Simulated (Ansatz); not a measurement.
Runs of Ansatz 0.2.0 on Fe. Symmetry: Im-3m, No. 229, cubic system. Conventional cell: a = 2.886 Å, b = 2.886 Å, c = 2.886 Å, α = 90.00°, β = 90.00°, γ = 90.00°. Fe (site symmetry m-3m) is surrounded by 8 Fe at 2.50 Å. 

| task | level | cell | k mesh | cutoff (eV) | smearing | points for each segment of the path | mesh quality | gap on the mesh (eV) | pressure (GPa) | moment (μB) | V0 of scaled cells (Å³/atom) | relaxed volume (Å³/atom) | B0 (GPa) |
| --- | --- | --- | --- | --- | --- | --- | --- | --- | --- | --- | --- | --- | --- |
| relaxation of cell and atoms | PBE+D4 | relaxed | 13 × 13 × 13 | 420 | fermi-dirac 0.05 eV | - | not flagged | none | 0.0 | 2.09 | - | 11.04 | - |
| equation of state | r2SCAN | as given | 13 × 13 × 13 | 500 | fermi-dirac 0.05 eV | - | not flagged | - | - | - | 11.77 | - | 202 |
| single point | HF | as given | 7 × 7 × 7 | 420 | fermi-dirac 0.05 eV | - | coarse | none | - | 3.17 | - | - | - |
| single point | PBE | as given | 13 × 13 × 13 | 420 | gaussian 0.015 eV | - | not flagged | none | -9.6 | 2.25 | - | - | - |
| band structure | r2SCAN | as given | 13 × 13 × 13 | 500 | fermi-dirac 0.05 eV | 14 | not flagged | none | -4.0 | (b) | - | - | - |
| single point | PBE | as given | 13 × 13 × 13 | 420 | gaussian 0.027 eV | - | not flagged | none | -9.5 | 2.25 | - | - | - |
| equation of state | r2SCAN50 | as given | 7 × 7 × 7 | 500 | fermi-dirac 0.05 eV | - | coarse | - | - | - | 12.54 | - | 165 |
| relaxation of cell and atoms | HSE06 | relaxed | 7 × 7 × 7 | 420 | fermi-dirac 0.05 eV | - | coarse | none | - | 2.89 | - | 12.37 | - |
| equation of state | HSEsol | as given | 7 × 7 × 7 | 420 | fermi-dirac 0.05 eV | - | coarse | - | - | - | (a) | - | 182 |
| single point | PBEsol0 | as given | 7 × 7 × 7 | 420 | fermi-dirac 0.05 eV | - | coarse | none | - | 2.86 | - | - | - |
| relaxation of cell and atoms | PBE+D3(BJ) | relaxed | 13 × 13 × 13 | 420 | fermi-dirac 0.05 eV | - | not flagged | - | 0.0 | 2.08 | - | 11.02 | - |
| band structure | revPBE | as given | 13 × 13 × 13 | 420 | fermi-dirac 0.05 eV | 14 | not flagged | none | -5.1 | 2.29 | - | - | - |

Alike in all rows: potentials or basis Ansatz PAW; spin collinear, ferromagnetic start.

Question: Fill in the values left out.

Answer: (a) 11.94; (b) 2.65.

Caveats: some runs use coarse meshes; the PAW data sets come from PBE, with cores solved anew for the run's functional, which leaves a small shift of forces and pressure (some runs); the magnetic or orbital state may not be the lowest (some runs); the plane-wave basis is chosen anew once the cell has moved, so the energies of steps on either side of that aren't comparable (some runs); the potentials were made for another functional, which shifts forces and pressure (some runs); pairwise dispersion overbinds metals, which lowers pressure and volume (some runs).

A k mesh can miss the band edges.

A gap of «none» marks a metal or a gap under the smearing width.

Not every run made on this cell is shown here.
